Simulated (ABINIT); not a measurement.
## A GW chain in ABINIT: CdS (Hawleyite)

Wanted: ground state, empty states, screening and self-energy for CdS (Hawleyite).

Calculated with ABINIT 10.8.3; LDA and many-body steps on it, plane waves.

**What was measured.**

- Gap 2.42 eV: optical gap from inflexion point of photoacoustic spectrum, as-grown film; photoacoustic spectroscopy; film (as-grown chemical bath deposited film, about 0.25 um thick, deposited at 80 C) (“Study of the band--gap shift in CdS films: Influence of thermal annealing in different atmospheres”, 1995, arxiv:cond-mat/9501125).

Most raw output is cut from this account.

## (1) The structure

Symmetry: F-43m, No. 216, cubic system. Conventional cell: a = 5.833 Å, b = 5.833 Å, c = 5.833 Å, α = 90.00°, β = 90.00°, γ = 90.00°. Nearest to Cd lie 4 S at 2.53 Å. Nearest to S lie 4 Cd at 2.53 Å. Farther neighbours and most contacts between anions are not listed.

The cell and positions come from the Crystallography Open Database and are kept as given unless a step says otherwise.

## (2) Ground state

This step: ABINIT 10.8.3; DFT, LDA, plane waves, norm-conserving pseudopotentials.

The ground-state density comes first.

Contents of run.abi:

```
acell 3*1.0 Angstrom
rprim 
  -0.000000000000 2.916500000000 2.916500000000
  2.916500000000 -0.000000000000 2.916500000000
  2.916500000000 2.916500000000 -0.000000000000
ntypat 2
znucl 48 16
natom 2
typat 1 2
xred 
  0.000000000000 0.000000000000 0.000000000000
  0.250000000000 0.250000000000 0.250000000000
pp_dirpath "pseudos"
pseudos "Cd.upf, S.upf"
ecut 47
ngkpt 6 6 6
nshiftk 1
shiftk 0 0 0
kptopt 1
chksymbreak 0
nband 18
occopt 1
tolvrs 1e-10
nstep 60
prtwf 0
indata_prefix "in"
outdata_prefix "out"
tmpdata_prefix "tmp"
```

Launch:

```sh
$ OMP_NUM_THREADS=1 mpirun -n 4 abinit run.abi > log
```

Elapsed: 21 s, on 4 MPI ranks of Arm Neoverse V1, shared host; peak memory 0.36 GiB.

This step gave:

| Quantity | Value |
| --- | --- |
| total energy | -5071.8930 eV |
| gap | 0.8602 eV |
| k of the valence top | 0, 0, 0 |
| k of the conduction bottom | 0, 0, 0 |
| least direct gap | 0.8602 eV |
| pressure | -2.762 GPa |

The gap is direct, at Γ.

The cutoff was set for levels, not for stress, so the pressure can be off by some GPa.

## (3) Bands along the symmetry lines

Levels along a band path, at the cheap level, show where the edges lie and whether the meshes to come will hold them.

Contents of run.abi:

```
acell 3*1.0 Angstrom
rprim 
  -0.000000000000 2.916500000000 2.916500000000
  2.916500000000 -0.000000000000 2.916500000000
  2.916500000000 2.916500000000 -0.000000000000
ntypat 2
znucl 48 16
natom 2
typat 1 2
xred 
  0.000000000000 0.000000000000 0.000000000000
  0.250000000000 0.250000000000 0.250000000000
pp_dirpath "pseudos"
pseudos "Cd.upf, S.upf"
ecut 47
iscf -2
irdden 1
kptopt 0
nkpt 50
kpt 
  0.00000000 0.00000000 0.00000000
  -0.06250000 -0.06250000 0.00000000
  -0.12500000 -0.12500000 0.00000000
  -0.18750000 -0.18750000 0.00000000
  -0.25000000 -0.25000000 0.00000000
  -0.31250000 -0.31250000 0.00000000
  -0.37500000 -0.37500000 0.00000000
  -0.43750000 -0.43750000 0.00000000
  -0.50000000 -0.50000000 0.00000000
  -0.48437500 -0.48437500 0.03125000
  -0.46875000 -0.46875000 0.06250000
  -0.45312500 -0.45312500 0.09375000
  -0.43750000 -0.43750000 0.12500000
  -0.42187500 -0.42187500 0.15625000
  -0.40625000 -0.40625000 0.18750000
  -0.39062500 -0.39062500 0.21875000
  -0.37500000 -0.37500000 0.25000000
  -0.37500000 0.00000000 0.37500000
  -0.32812500 0.00000000 0.32812500
  -0.28125000 0.00000000 0.28125000
  -0.23437500 0.00000000 0.23437500
  -0.18750000 0.00000000 0.18750000
  -0.14062500 0.00000000 0.14062500
  -0.09375000 0.00000000 0.09375000
  -0.04687500 0.00000000 0.04687500
  0.00000000 0.00000000 0.00000000
  0.00000000 0.00000000 0.06250000
  0.00000000 0.00000000 0.12500000
  0.00000000 0.00000000 0.18750000
  0.00000000 0.00000000 0.25000000
  0.00000000 0.00000000 0.31250000
  0.00000000 0.00000000 0.37500000
  0.00000000 0.00000000 0.43750000
  0.00000000 0.00000000 0.50000000
  -0.06250000 -0.03125000 0.46875000
  -0.12500000 -0.06250000 0.43750000
  -0.18750000 -0.09375000 0.40625000
  -0.25000000 -0.12500000 0.37500000
  -0.31250000 -0.15625000 0.34375000
  -0.37500000 -0.18750000 0.31250000
  -0.43750000 -0.21875000 0.28125000
  -0.50000000 -0.25000000 0.25000000
  -0.50000000 -0.28125000 0.21875000
  -0.50000000 -0.31250000 0.18750000
  -0.50000000 -0.34375000 0.15625000
  -0.50000000 -0.37500000 0.12500000
  -0.50000000 -0.40625000 0.09375000
  -0.50000000 -0.43750000 0.06250000
  -0.50000000 -0.46875000 0.03125000
  -0.50000000 -0.50000000 0.00000000
istwfk *1
nband 23
nbdbuf 5
tolwfr 1e-07
nstep 50
prtwf 0
prtvol 0
indata_prefix "in"
outdata_prefix "out"
tmpdata_prefix "tmp"
```

Elapsed: 29 s, on 4 MPI ranks; peak memory 0.36 GiB.

This step gave:

```
gap                        : 0.8602 eV
k of the valence top       : 0, 0, 0
k of the conduction bottom : 0, 0, 0
least direct gap           : 0.8602 eV
```

The gap is 0.860 eV, as in the run before at this level.

Electronic bands along the path, in eV, zero at the top of the highest filled band:

```tsv
point	band 10	band 11	band 12	band 13	band 14	band 15	band 16	band 17
Γ	-7.27	0.00	0.00	0.00	0.86	6.34	6.34	6.34
halfway	-7.22	-2.40	-1.05	-1.05	3.38	4.60	7.92	7.92
X	-6.82	-4.06	-1.92	-1.92	3.31	4.15	8.92	10.53
halfway	-6.76	-4.05	-2.20	-1.83	3.61	4.46	8.67	9.82
U	-6.68	-4.05	-2.60	-1.56	4.01	5.26	8.22	8.84
jump to K	-6.68	-4.05	-2.60	-1.56	4.01	5.26	8.22	8.84
halfway	-7.21	-2.85	-1.41	-0.44	3.39	5.88	6.54	7.09
Γ	-7.27	0.00	0.00	0.00	0.86	6.34	6.34	6.34
halfway	-7.26	-2.58	-0.41	-0.41	2.54	6.05	6.85	6.85
L	-6.89	-4.52	-0.77	-0.77	2.76	6.82	6.82	7.21
halfway	-6.77	-4.23	-1.99	-1.25	4.17	5.60	7.00	8.15
W	-6.63	-4.01	-2.33	-2.24	5.23	5.25	6.99	7.79
halfway	-6.72	-4.04	-2.14	-2.08	4.04	4.64	8.41	8.73
X	-6.82	-4.06	-1.92	-1.92	3.31	4.15	8.92	10.53
```

## (4) Empty states on the mesh, 4×4×4 mesh, 275 bands

The sums over transitions need many empty states on a uniform mesh; this step solves for them.

Contents of run.abi:

```
acell 3*1.0 Angstrom
rprim 
  -0.000000000000 2.916500000000 2.916500000000
  2.916500000000 -0.000000000000 2.916500000000
  2.916500000000 2.916500000000 -0.000000000000
ntypat 2
znucl 48 16
natom 2
typat 1 2
xred 
  0.000000000000 0.000000000000 0.000000000000
  0.250000000000 0.250000000000 0.250000000000
pp_dirpath "pseudos"
pseudos "Cd.upf, S.upf"
ecut 47
ngkpt 4 4 4
nshiftk 1
shiftk 0 0 0
kptopt 1
chksymbreak 0
iscf -2
irdden 1
istwfk *1
nband 275
nbdbuf 24
tolwfr 1e-09
nstep 60
prtvol 0
indata_prefix "in"
outdata_prefix "out"
tmpdata_prefix "tmp"
```

The job ended after 3.5 min (4 MPI ranks; peak memory 0.53 GiB; 14 min of CPU time).

Numbers from this step:

| Quantity | Value |
| --- | --- |
| gap | 0.8602 eV |
| k of the valence top | 0, 0, 0 |
| k of the conduction bottom | 0, 0, 0 |
| least direct gap | 0.8602 eV |
| k points computed | 8 |
| lowest point of the top converged band, above the valence top | 152.6145 eV |

On this mesh the gap is 0.860 eV.

## (5) Screening, 4×4×4 mesh, 251 bands, screening to 244.9 eV

The RPA dielectric matrix is built and inverted for each q.

This step: RPA screening on LDA, plane waves, norm-conserving pseudopotentials.

Edit run.abi of step 4 so:

```diff
@@ -20,10 +20,11 @@
 chksymbreak 0
-iscf -2
-irdden 1
 istwfk *1
-nband 275
-nbdbuf 24
-tolwfr 1e-09
-nstep 60
-prtvol 0
+occopt 1
+irdwfk 1
+optdriver 3
+nband 251
+ecuteps 9
+inclvkb 2
+awtr 1
+symchi 1
 indata_prefix "in"
```

The job ended after 3.4 min (4 MPI ranks; peak memory 2.3 GiB).

This step gave:

| Item | Value |
| --- | --- |
| ε∞ with local fields, on this mesh, along the program's q direction | 18.50 |
| the same without local fields | 19.36 |
| plasma frequency | 26.88 eV |
| plane waves in the screening matrix | 411 |

Local fields lower ε∞ by 4 %. On a Γ-centred mesh this coarse the value itself is usually too large, while a short band sum pulls it down.

## (6) Self-energy, 4×4×4 mesh, 251 bands, screening to 244.9 eV

The self-energy is evaluated for the states that the input lists, and the levels follow from it, in one-shot runs by the linearised quasiparticle equation.

This step: G0W0 on LDA, plane waves, norm-conserving pseudopotentials.

Edit run.abi of step 5 so:

```diff
@@ -23,8 +23,19 @@
 irdwfk 1
-optdriver 3
+optdriver 4
 nband 251
+gwcalctyp 0
+ecutsigx 47
+symsigma 1
+nkptgw 3
+kptgw 
+  0.0000000000 0.0000000000 0.0000000000
+  0.5000000000 0.0000000000 0.0000000000
+  0.5000000000 0.5000000000 0.0000000000
+bdgw 
+  11 17
+  12 16
+  12 15
 ecuteps 9
-inclvkb 2
-awtr 1
-symchi 1
+irdscr 1
+ppmodel 1
 indata_prefix "in"
```

Elapsed: 93 s, on 4 MPI ranks; peak memory 2.4 GiB.

This step gave:

* G0W0 gap on the points computed: 2.123 eV
* starting gap on the mesh: 0.8602 eV
* k of the valence top: 0, 0, 0
* k of the conduction bottom: 0, 0, 0
* Z at the valence top: 0.776
* Z at the conduction bottom: 0.807
* least direct G0W0 gap on the computed points: 2.123 eV

The gap on the mesh goes from 0.86 eV to 2.12 eV, a correction of +1.26 eV.

Limits: finite bands, cutoff and mesh; no spin-orbit coupling; coarse k mesh. v1 is the top filled band, c1 the lowest empty one. Levels before and after the correction, in eV, zero at the valence-band top of each column:

```tsv
	conduction bottom	valence top
Kohn-Sham	0.86	0.00
G0W0	2.12	0.00
```

```tsv
	level	energy (eV)
Kohn-Sham	Γ v3-v1	0.000
Kohn-Sham	Γ c1	0.860
Kohn-Sham	Γ c2-c4	6.335
G0W0	Γ v3-v1	0.000
G0W0	Γ c1	2.123
G0W0	Γ c2-c4	7.826
```

## (7) Where the time went

Times are wall times on 4 MPI ranks of Arm Neoverse V1, shared host, good to a factor of about two.

```tsv
step	time	share	memory (GiB)
ground state	21 s	4 %	0.36
bands along the symmetry lines	29 s	5 %	0.36
empty states on the mesh	3.5 min	37 %	0.53
screening	3.4 min	37 %	2.3
self-energy	93 s	17 %	2.4
```

## (8) Results

| Item | Value |
| --- | --- |
| LDA gap | 0.86 eV, direct |
| G0W0 gap on the mesh | 2.12 eV |
| GW settings | 4×4×4 mesh, 251 bands, screening to 244.9 eV, Godby-Needs plasmon pole |
| known limits | not at the basis limit; no spin-orbit coupling; coarse k mesh |

**Reading.** G0W0 moves the gap on the mesh from 0.86 eV to 2.12 eV (+1.26 eV), with Z of 0.78 and 0.81 at the edges. Local fields lower the RPA ε∞ on this mesh from 19.36 to 18.50; a Γ-centred mesh this coarse tends to raise both, most where the direct gap is narrow, while a short band sum lowers them. Only 3 of the mesh's irreducible points were corrected, so a valley elsewhere could overtake. Against experiment, by G0W0@LDA: the gap of 2.12 eV lies −0.30 eV from the measured 2.42 eV (optical, 1995). An exciton line or allowed optical edge lies below the quasiparticle gap by the binding energy; a forbidden edge can push the onset above it. The calculation has static nuclei and no excitons; a measured gap holds zero-point and thermal motion, which mostly lowers it. Bands and cutoff are finite, so the gap is not at the basis limit. The miss can reach some tenths of an eV and take either sign; the mesh is an error of its own. In the G0W0 run levels were corrected at 3 k points alone, so a gap called «on the mesh» is the least over those, and an edge elsewhere would be missed. The 4×4×4 mesh is coarse for this cell, which bears on the long-range parts of exchange and screening. The many-body steps are scalar-relativistic: spin-orbit coupling is not in them.

[Paths, hosts, dates, memory and timing lines, banners, echoed tables and standing remarks are left out of the program output.]

[Logs are printed without paths, hosts, clocks, repeated set-up lines and the standing remarks that a program may print on its own settings, such as how far it seeks lower states.]

[Runs of the session that timed out or met a known fault of the program may be left out.]

[Hosts, paths, dates, database ids (printed as entryN), source tags and the programs' standing remarks are cut or masked in the printed files.]

[G0W0 gaps are taken among the corrected bands and points alone; a level outside them can change the order at an edge.]

[Where Ansatz stands beside ABINIT at settings called matched, ABINIT's density can come from a denser mesh and the files from another edition; pairs whose starting gaps differed by over 0.03 eV were left out, so agreement reads better than it is.]
